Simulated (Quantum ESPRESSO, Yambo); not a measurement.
# AlAs (F-43m): Bethe-Salpeter spectra with Yambo, part 2 of 2

Aim: the absorption spectrum of AlAs (F-43m) with electron-hole interaction, and what each part of the kernel does.

Quantum ESPRESSO 7.5 and Yambo 5.3.0; PBE and many-body steps on it, plane waves. Known limits of the many-body steps: not at the basis limit; no spin-orbit coupling; coarse k mesh; bindings not settled in the k mesh.

So far. Step 21 (Empty states on the mesh, 12×12×12 mesh, 23 bands): On this mesh the gap is 1.438 eV. Step 23 (k mesh (12×12×12)): The lowest state lies at 2.724 eV, 0.097 eV under the direct gap.

### Step 24. Triplet (no exchange term)

Input file bse16.in:

```
optics
bss
bse
em1s
dipoles
rim_cut
RandQpts= 1000000
RandGvec= 1 RL
Chimod= "HARTREE"
BSKmod= "SEX"
BSEmod= "resonant"
BSSmod= "d"
BSENGexx= 1 RL
BSENGBlk= 4 Ry
% BSEQptR
 1 | 1 |
%
% BSEBands
 12 | 15 |
%
% BEnRange
 0 | 5 | eV
%
% BDmRange
 0.1 | 0.1 | eV
%
BEnSteps= 101
% BLongDir
 1 | 0 | 0 |
%
% BndsRnXs
 10 | 23 |
%
NGsBlkXs= 4 Ry
% LongDrXs
 1 | 1 | 1 |
%
% KfnQP_E
 0.771 | 1.0 | 1.0 |
%
WRbsWF
FFTGvecs= 45 Ry
```

On the command line:

```sh
OMP_NUM_THREADS=1 mpirun -n 4 yambo -F bse16.in -J bse16,bse15_W -C bse16 > bse16.log
```

Elapsed: 16 min, on 4 MPI ranks of Arm Neoverse V1, shared host; peak memory 8.9 GiB; 63 min of CPU time.

The lowest triplet lies at 2.723 eV; without spin-orbit coupling triplets are dark, so no spectrum is read.

The program warns that the window of bands cuts a degenerate level, which breaks the symmetry of states and spectrum.

### Step 25. Spectrum in a wider window

Input file bse17.in:

```
optics
bss
bse
em1s
dipoles
rim_cut
RandQpts= 1000000
RandGvec= 1 RL
Chimod= "HARTREE"
BSKmod= "SEX"
BSEmod= "resonant"
BSSmod= "h"
BSENGexx= 20 Ry
BSENGBlk= 4 Ry
% BSEQptR
 1 | 1 |
%
% BSEBands
 11 | 17 |
%
% BEnRange
 0 | 8 | eV
%
% BDmRange
 0.1 | 0.1 | eV
%
BEnSteps= 161
% BLongDir
 1 | 0 | 0 |
%
% BndsRnXs
 10 | 23 |
%
NGsBlkXs= 4 Ry
% LongDrXs
 1 | 1 | 1 |
%
% KfnQP_E
 0.771 | 1.0 | 1.0 |
%
BSHayTrs= -0.02
FFTGvecs= 45 Ry
```

On the command line:

```sh
OMP_NUM_THREADS=1 mpirun -n 4 yambo -F bse17.in -J bse17,bse15_W -C bse17 > bse17.log
```

The job ended after 12 min (4 MPI ranks; peak memory 5.4 GiB; 49 min of CPU time).

Numbers from this step:

| Quantity | Value |
| --- | --- |
| transitions in the window | 20736 |
| direct gap of the transition levels | 2.821 eV |

The ε₂ has structure finer than the step of the table below, so its rows give means over 0.2 eV, whole bins alone (the curve runs from 0 to 8 eV). Peaks (eV: height): BSE 3.65: 25.6, 4.05: 28.4, 4.65: 30.4; no electron-hole interaction 4.95: 37.5, 5.60: 21.3.

Field along x; broadening 0.1 eV; transition window only. Limits: finite bands, cutoff and mesh; no spin-orbit coupling; exciton not shown settled in the k mesh. ε₂ against photon energy; means over each step:

| photon energy (eV) | BSE | no electron-hole interaction |
| --- | --- | --- |
| 0.2 | 0.104 | 0.0786 |
| 0.4 | 0.115 | 0.0857 |
| 0.6 | 0.128 | 0.0940 |
| 0.8 | 0.144 | 0.104 |
| 1.0 | 0.163 | 0.115 |
| 1.2 | 0.186 | 0.128 |
| 1.4 | 0.215 | 0.144 |
| 1.6 | 0.252 | 0.164 |
| 1.8 | 0.301 | 0.189 |
| 2.0 | 0.369 | 0.222 |
| 2.2 | 0.474 | 0.267 |
| 2.4 | 0.671 | 0.339 |
| 2.6 | 1.35 | 0.512 |
| 2.8 | 1.92 | 1.03 |
| 3.0 | 2.09 | 0.883 |
| 3.2 | 5.56 | 1.27 |
| 3.4 | 8.98 | 3.03 |
| 3.6 | 20.8 | 3.96 |
| 3.8 | 17.2 | 9.24 |
| 4.0 | 23.1 | 7.55 |
| 4.2 | 25.0 | 11.9 |
| 4.4 | 28.1 | 13.2 |
| 4.6 | 29.0 | 17.5 |
| 4.8 | 22.7 | 24.2 |
| 5.0 | 10.9 | 34.6 |
| 5.2 | 10.6 | 19.0 |
| 5.4 | 11.7 | 17.1 |
| 5.6 | 8.65 | 20.4 |
| 5.8 | 7.30 | 14.5 |
| 6.0 | 8.87 | 13.1 |
| 6.2 | 6.12 | 12.5 |
| 6.4 | 5.02 | 9.45 |
| 6.6 | 4.91 | 7.87 |
| 6.8 | 5.16 | 7.25 |
| 7.0 | 4.74 | 8.13 |
| 7.2 | 4.16 | 6.32 |
| 7.4 | 3.69 | 6.32 |
| 7.6 | 3.23 | 4.79 |
| 7.8 | 3.12 | 4.21 |

### Step 26. The runs together

Times are wall times on 4 MPI ranks of Arm Neoverse V1, shared host, good to a factor of about two.

| run | mesh | transitions | broadening (eV) | direct gap (eV) | lowest state (eV) | binding (eV) | mesh cell's term (eV) | tallest peak (eV) | height | time |
| --- | --- | --- | --- | --- | --- | --- | --- | --- | --- | --- |
| excitons | 4×4×4 | 768 | 0.1 | 2.821 | 2.644 | 0.177 | 0.202 | 3.50 | 94.3 | 6 s |
| triplet (no exchange term) | 4×4×4 | 768 | 0.1 | 2.821 | 2.615 | 0.206 | 0.202 | - | - | 3.6 s |
| k mesh (6×6×6) | 6×6×6 | 2592 | 0.1 | 2.821 | 2.656 | 0.165 | 0.189 | 4.55 | 54.9 | 70 s |
| triplet (no exchange term) | 6×6×6 | 2592 | 0.1 | 2.821 | 2.648 | 0.173 | 0.189 | - | - | 63 s |
| k mesh (8×8×8) | 8×8×8 | 3072 | 0.1 | 2.821 | 2.682 | 0.139 | 0.159 | 4.40 | 42.7 | 2 min |
| triplet (no exchange term) | 8×8×8 | 3072 | 0.1 | 2.821 | 2.678 | 0.143 | 0.159 | - | - | 99 s |
| k mesh (10×10×10) | 10×10×10 | 4000 | 0.1 | 2.821 | 2.706 | 0.115 | 0.132 | 4.20 | 33.2 | 4.4 min |
| triplet (no exchange term) | 10×10×10 | 4000 | 0.1 | 2.821 | 2.704 | 0.117 | 0.132 | - | - | 3.5 min |
| k mesh (12×12×12) | 12×12×12 | 6912 | 0.1 | 2.821 | 2.724 | 0.097 | 0.111 | 4.65 | 29.3 | 18 min |
| triplet (no exchange term) | 12×12×12 | 6912 | 0.1 | 2.821 | 2.723 | 0.099 | 0.111 | - | - | 16 min |
| spectrum in a wider window | 12×12×12 | 20736 | 0.1 | 2.821 | - | - | - | 4.65 | 30.4 | 12 min |

### Step 27. Results

- excitons: lowest state 2.644 eV (not settled in the k mesh)
- triplet (no exchange term): lowest state 2.615 eV (not settled in the k mesh)
- k mesh (6×6×6): lowest state 2.656 eV (not settled in the k mesh)
- triplet (no exchange term): lowest state 2.648 eV (not settled in the k mesh)
- k mesh (8×8×8): lowest state 2.682 eV (not settled in the k mesh)
- triplet (no exchange term): lowest state 2.678 eV (not settled in the k mesh)
- k mesh (10×10×10): lowest state 2.706 eV (not settled in the k mesh)
- triplet (no exchange term): lowest state 2.704 eV (not settled in the k mesh)
- k mesh (12×12×12): lowest state 2.724 eV (not settled in the k mesh)
- triplet (no exchange term): lowest state 2.723 eV (not settled in the k mesh)

On the 4×4×4 mesh the lowest exciton lies at 2.644 eV, 0.177 eV below the direct gap; one cell of the mesh carries a screened Coulomb term of 0.20 eV, so this binding is not shown settled. Between the two densest meshes the binding falls by 0.85 of the fall in the mesh cell's term (the screened Coulomb energy of a charge repeated on the supercell that the mesh stands for). The binding is still 0.9 times that term, so the mesh does not resolve the exciton and no limit can be drawn. Triplet (no exchange term), against «excitons (4×4×4)»: the lowest state moves by −0.029 eV (keys changed: BSENGexx). Triplets are dark. k mesh (6×6×6), against «excitons (4×4×4)»: the lowest state moves by +0.012 eV. Triplet (no exchange term), against «k mesh (6×6×6)»: the lowest state moves by −0.009 eV (keys changed: BSENGexx). Triplets are dark. k mesh (8×8×8), against «k mesh (6×6×6)»: the lowest state moves by +0.026 eV (keys changed: BSEBands, the mesh and the band window). Triplet (no exchange term), against «k mesh (8×8×8)»: the lowest state stays within 0.01 eV (keys changed: BSENGexx). Triplets are dark. k mesh (10×10×10), against «k mesh (8×8×8)»: the lowest state moves by +0.024 eV (keys changed: BSEBands, the mesh and the band window). Triplet (no exchange term), against «k mesh (10×10×10)»: the lowest state stays within 0.01 eV (keys changed: BSENGexx). Triplets are dark. k mesh (12×12×12), against «k mesh (10×10×10)»: the lowest state moves by +0.018 eV. Triplet (no exchange term), against «k mesh (12×12×12)»: the lowest state stays within 0.01 eV (keys changed: BSENGexx). Triplets are dark. Lines within a few meV of each other can be one level split by numerical noise, or distinct levels. Screening is static and electronic alone, and only transitions inside the band window count. The 4×4×4 mesh is coarse for this cell, which bears on the long-range parts of exchange and screening. The many-body steps are scalar-relativistic: spin-orbit coupling is not in them.

[Paths, hosts, dates, memory and timing lines, banners, echoed tables and standing remarks are left out of the program output.]

[Logs are printed without paths, hosts, clocks, repeated set-up lines and the standing remarks that a program may print on its own settings, such as how far it seeks lower states.]

[Runs of the session that timed out or met a known fault of the program may be left out.]

[Hosts, paths, dates, database ids (printed as entryN), source tags and the programs' standing remarks are cut or masked in the printed files.]
